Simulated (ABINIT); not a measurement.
Runs of ABINIT 10.8.3 (patched build) on CuO. The typed cell holds 4 atoms: a = 2.880 Å, b = 2.880 Å, c = 5.176 Å, α = 89.81°, β = 89.81°, γ = 89.22°. The cell comes from a database or a generator and needn't be the stable form of this composition.

| task | potentials or basis | k mesh | cutoff (eV) | fine-grid cutoff | gap on the mesh (eV) | pressure (GPa) | largest force (eV/Å) |
| --- | --- | --- | --- | --- | --- | --- | --- |
| single point | PseudoDojo NC SR PBEsol v0.4 stringent | 7 × 7 × 4 | 1415 | - | none | -2.2 | 0.01 |
| band structure | JTH PAW PBE v2.0 | 8 × 8 × 4 | 707 | 1306.15 eV | none | -1.8 | 0.01 |
| single point | PseudoDojo NC SR PBEsol v0.4.1 standard | 7 × 7 × 4 | 1252 | - | none | (a) | 0.01 |
| single point | JTH PAW PBE v2.0 | 7 × 7 × 4 | 707 | 1306.15 eV | none | -1.8 | 0.01 |

Alike in all rows: level PBEsol; no spin polarisation; cell as given; smearing fermi-dirac 0.05 eV.

Problem. Estimate the missing entries.

Solution. (a) -2.3.

Caveats: the run has no spin polarisation, though such a crystal can be magnetic; semilocal functionals often make such compounds metallic where correlation or magnetic order opens a gap, which also shifts bond lengths; the PAW data sets were made with another functional, which shifts forces and pressure a little (some runs).

A gap of «none» marks a metal or a gap under the smearing width.
